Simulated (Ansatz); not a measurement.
# Si: the cost of one run

Method: DFT PBEsol, scalar-relativistic, plane waves, PAW, in Ansatz 0.2.0.

## (1) The system as given

It takes space group Fd-3m (No. 227, cubic). Conventional cell: a = 5.444 Å, b = 5.444 Å, c = 5.444 Å, α = 90.00°, β = 90.00°, γ = 90.00°. Si (site symmetry -43m) is surrounded by 4 Si at 2.36 Å.

Coordinates:

```
CELL_PARAMETERS angstrom
0.00000 2.72185 2.72185
2.72185 0.00000 2.72185
2.72185 2.72185 0.00000
ATOMIC_POSITIONS crystal
Si 0.75000 0.75000 0.75000
Si 0.50000 0.50000 0.50000
```

Source of the structure: the Materials Project (structure only).

(A quick probe on a coarse mesh, which set the mesh and smearing, is not shown.)

## (3) Relaxing cell and atoms

File input.yaml:

```yaml
crystal:
  lattice:
    - [0.0, 2.72185119, 2.72185119]
    - [2.72185119, 0.0, 2.72185119]
    - [2.72185119, 2.72185119, 0.0]
  atoms:
    - { symbol: Si, position: [0.75, 0.75, 0.75] }
    - { symbol: Si, position: [0.5, 0.5, 0.5] }
basis:
  ecutwfc: 420
kpoints:
  mp_grid: { grid: [8, 8, 8] }
hamiltonian:
  xc: pbesol
scf:
  occupations: { method: gaussian, width: 0.02 }
output:
  forces: true
  stress: true
  eigenvalues: true
  write_density: true
  write_potential: true
  elf: true
  volumetric_format: npy
relax:
  adjacent_minimum: "off"
  f_tol: 0.005
  max_steps: 80
  cell: { stress_tol: 0.05 }
```

Run with:

```
ansatz run input.yaml --threads 4 --pin off --max-ram 8192MiB --backend cpu --events-out ev --progress --plain --runs-dir out
```

Q: Estimate wall time and peak memory on 4 threads of Intel Xeon at 2.10GHz (Emerald Rapids), shared host.

About 5.7 s, with a peak of 0.32 GiB.
